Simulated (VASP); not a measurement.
## From an Ansatz input to VASP: KI (strained database structure)

Ansatz input

```yaml
crystal:
  lattice:
    - [4.3713285459, 0.0, 0.0]
    - [0.0, 4.3713285459, 0.0]
    - [0.0, 0.0, 4.3713285459]
  atoms:
    - { symbol: K, position: [0.0, 0.0, 0.0] }
    - { symbol: I, position: [0.5, 0.5, 0.5] }
kpoints:
  mp_grid: { grid: [6, 6, 6] }
  band_path:
    path:
      - [0.0, 0.0, 0.0]
      - [0.0, 0.5, 0.0]
      - [0.5, 0.5, 0.0]
      - [0.5, 0.5, 0.5]
      - [0.0, 0.5, 0.5]
    npoints: 1
hamiltonian:
  xc: pbe
scf:
  occupations: { method: fermi_dirac, width: 0.02 }
  n_extra_bands: 4
output:
  forces: true
  stress: true
  eigenvalues: true
```

**Question.** Translate this input to VASP.

**Answer.** 

INCAR

```
NSW = 0
EDIFF = 1E-7
GGA = PE
LASPH = .TRUE.
ENCUT = 520
ISMEAR = -1
LWAVE = .FALSE.
LREAL = .FALSE.
NELM = 120
SIGMA = 0.02
PREC = Accurate
ISIF = 2
LCHARG = .TRUE.
IBRION = -1
LELF = .TRUE.
NBANDS = 15
```

KPOINTS

```
KPOINTS created by Atomic Simulation Environment
0
Gamma
6 6 6
0 0 0
```

KPOINTS_OPT

```
special points
5
Reciprocal
0.0000000000 0.0000000000 0.0000000000 1
0.0000000000 0.5000000000 0.0000000000 1
0.5000000000 0.5000000000 0.0000000000 1
0.5000000000 0.5000000000 0.5000000000 1
0.0000000000 0.5000000000 0.5000000000 1
```

POSCAR

```
K  I
 1.0000000000000000
     4.3713285459000000    0.0000000000000000    0.0000000000000000
     0.0000000000000000    4.3713285459000000    0.0000000000000000
     0.0000000000000000    0.0000000000000000    4.3713285459000000
 K   I
   1   1
Cartesian
  0.0000000000000000  0.0000000000000000  0.0000000000000000
  2.1856642729500000  2.1856642729500000  2.1856642729500000
```

VASP ran with the recommended PBE PAW datasets (16 valence electrons in the cell). Other inputs would serve too.

```json
{"": "gap between bands v and c", "Ansatz": "3.20 eV", "VASP": "3.20 eV"}
{"": "least direct gap", "Ansatz": "3.53 eV", "VASP": "3.53 eV"}
{"": "pressure", "Ansatz": "-0.2 GPa", "VASP": "-0.2 GPa"}
```

Each program uses its own PAW datasets. VASP's cell holds 16 valence electrons and Ansatz's 26. Ansatz's stress includes a Pulay correction; VASP's doesn't.
